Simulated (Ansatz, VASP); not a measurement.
# BeSe in VASP and in Ansatz

File INCAR:

```
SYSTEM = BeSe
ALGO = Fast ; EDIFF = 1E-7
EDIFFG = -0.005 ; ENCUT = 600
GGA = PE ; IBRION = 2
ISIF = 3 ; ISMEAR = -1
LASPH = .True. ; LCHARG = .False.
LREAL = .False. ; LWAVE = .False.
NELM = 100 ; NSW = 100
PREC = Accurate ; SIGMA = 0.02
```

Contents of KPOINTS:

```
k-points
0
Gamma
  8 8 8
  0 0 0
```

File POSCAR:

```
BeSe
1.0
    0.0000000000      2.5093921886      2.5093921886
    2.5093921886      0.0000000000      2.5093921886
    2.5093921886      2.5093921886      0.0000000000
Be Se
1 1
Direct
    0.0000000000      0.0000000000      0.0000000000
    0.2500000000      0.2500000000      0.2500000000
```

Input for Ansatz:

```yaml
crystal:
  lattice:
    - [0.0, 2.5093921886, 2.5093921886]
    - [2.5093921886, 0.0, 2.5093921886]
    - [2.5093921886, 2.5093921886, 0.0]
  atoms:
    - { symbol: Be, position: [0.0, 0.0, 0.0] }
    - { symbol: Se, position: [0.25, 0.25, 0.25] }
kpoints:
  mp_grid: { grid: [8, 8, 8] }
scf:
  occupations: { method: fermi_dirac, width: 0.02 }
hamiltonian:
  xc: pbe
  pseudopotentials: { kind: all_electron, lapw: { basis_error: 0.001 } }
output:
  forces: true
  stress: true
relax:
  f_tol: 0.005
  max_steps: 80
  cell: {}
```

Alike in both runs: task relaxation of cell and atoms; functional PBE; k mesh 8 × 8 × 8; occupations fermi-dirac, width 0.02 eV; no spin polarisation.

|  | VASP | Ansatz |
| --- | --- | --- |
| version | VASP 6.6.1 | Ansatz 0.2.0 |
| potentials or method | VASP PAW PBE potentials, release 64 (Be, Se) | all-electron LAPW, scalar-relativistic |
| plane-wave cutoff (eV) | 600 | see its input |

Ansatz gave:

| Quantity | Value |
| --- | --- |
| relaxed volume (Å³/atom) | 17.35 |
| relaxed cell length with the largest relative difference (Å) | 3.661 |
| energy change over the relaxation (meV/atom) | -38 |

Task: Which values does VASP return?

Result: Relaxed volume (Å³/atom): 17.39; relaxed cell length with the largest relative difference (Å): 3.664; energy change over the relaxation (meV/atom): -40.

Ansatz ran all-electron here, so the differences hold the error of VASP's frozen core and of both bases.

A k mesh can miss the band edges. PBE usually gives volumes a little too large and moduli too small. Zero-point motion and thermal expansion aren't in these numbers.
